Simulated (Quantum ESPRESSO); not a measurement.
AgBr under changes of volume

One of the cells (23.644 Å³/atom); the others are scaled copies at fixed shape and fractional positions:

```
CELL_PARAMETERS angstrom
0.00000 2.87015 2.87015
2.87015 0.00000 2.87015
2.87015 2.87015 0.00000
ATOMIC_POSITIONS crystal
Ag 0.00000 0.00000 0.00000
Br 0.50000 0.50000 0.50000
```

| Item | Value |
| --- | --- |
| Program | Quantum ESPRESSO 7.5 |
| Functional | PBE |
| Potentials or basis | SSSP 1.3 efficiency PBE |
| Cutoff | 816 eV |
| Density cutoff | 5987 eV |
| k mesh | 8 × 8 × 8 |
| Occupations | fermi-dirac, width 0.05 eV |
| Spin | no spin polarisation |

```tsv
volume (Å³/atom)	energy over the lowest point (meV/atom)	pressure (GPa)	gap on the mesh (eV)
22.225	?	?	?
22.698	29.05	4.6	0.72
23.171	17.18	3.4	0.72
23.644	8.70	2.3	0.72
24.116	3.23	1.4	0.73
24.589	0.43	0.5	0.73
25.062	0.00	-0.2	0.74
```

What does the run at 22.225 Å³/atom give?

Energy over the lowest point 44.76 meV/atom; pressure 6.0 GPa; gap on the mesh 0.72 eV.

Worked out: A Birch-Murnaghan fit of order 3 (a polynomial in V^(-2/3)) to the other rows has its minimum at 24.91 Å³/atom with B0 = V·E''(V) = 39 GPa and B' = 5.2. It gives 44.73 meV/atom at 22.225 Å³/atom, against the run's 44.76, and -dE/dV = 6.0 GPa, against 6.0. A straight line through the other rows of the gap, of slope 0.201 eV per unit of ln V, extrapolates to 0.71 eV, against the run's 0.72.

Energies are extrapolated to zero smearing.

A mesh can miss the band edges. Spin-orbit coupling on Ag, Br is left out.
